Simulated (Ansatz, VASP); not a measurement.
# One calculation of SnSe, two programs

INCAR

```
SYSTEM = SnSe
PREC     = Accurate       ! precision mode
ENCUT    = 520            ! plane-wave cutoff, eV
EDIFF    = 1E-6           ! SCF threshold, eV
ISMEAR   = -1             ! smearing method
SIGMA    = 0.05           ! smearing width, eV
LREAL    = .FALSE.        ! projectors in reciprocal space
LASPH    = .TRUE.         ! aspherical terms in the spheres
NELM     = 100            ! most SCF steps
ALGO     = Normal         ! electronic algorithm
ISIF     = 2              ! what is computed and relaxed
LWAVE    = .FALSE.        ! write WAVECAR
LCHARG   = .TRUE.         ! write CHGCAR
LELF     = .TRUE.         ! ELF
LVHAR    = .TRUE.       
NBANDS   = 28             ! bands
```

File KPOINTS:

```
regular mesh
0
G
  6 6 3
  0 0 0
```

Contents of POSCAR:

```
SnSe
1.0
    4.2274104894      0.0000000000      0.0000000000
    0.0000000000      4.2274104894      0.0000000000
    0.0000000000      0.0000000000     10.8421510545
Sn Se
2 2
Direct
    0.0000000000      0.5000000000      0.6277708900
    0.5000000000      0.0000000000      0.3722291100
    0.0000000000      0.5000000000      0.3839605100
    0.5000000000      0.0000000000      0.6160394900
```

File input.yaml:

```yaml
crystal:
  lattice:
    - [4.2274104894, 0.0, 0.0]
    - [0.0, 4.2274104894, 0.0]
    - [0.0, 0.0, 10.8421510545]
  atoms:
    - { symbol: Sn, position: [0.0, 0.5, 0.62777089] }
    - { symbol: Sn, position: [0.5, 0.0, 0.37222911] }
    - { symbol: Se, position: [0.0, 0.5, 0.38396051] }
    - { symbol: Se, position: [0.5, 0.0, 0.61603949] }
kpoints:
  mp_grid: { grid: [6, 6, 3] }
scf:
  occupations: { method: fermi_dirac, width: 0.05 }
hamiltonian:
  xc: lda
  pseudopotentials: { kind: all_electron, lapw: { basis_error: 0.002 } }
output:
  forces: true
  stress: true
  eigenvalues: true
```

Change from the starting cell: volume scaled by 0.96.

Alike in both runs: task single point; functional LDA; k mesh 6 × 6 × 3; occupations fermi-dirac, width 0.05 eV; no spin polarisation.

|  | VASP | Ansatz |
| --- | --- | --- |
| version | VASP 6.6.1 | Ansatz 0.2.0 |
| potentials or method | VASP PAW LDA potentials, release 64 (Sn_d, Se) | all-electron LAPW, scalar-relativistic |
| plane-wave cutoff (eV) | 520 | see its input |

```tsv
	VASP	Ansatz	Ansatz less VASP
gap on the k mesh at the Fermi level (eV)	1.41	1.43	+0.016
least direct gap on the mesh (eV)	1.41	1.43	+0.016
rms of the force components (eV/Å)	0.090	0.077	-0.0122
```

Atom by atom the forces differ by 0.015 eV/Å (rms over components). Ansatz ran all-electron here, so the differences hold the error of VASP's frozen core and of both bases.

Caveats: spin-orbit coupling is left out, which moves the levels of the heavy elements.
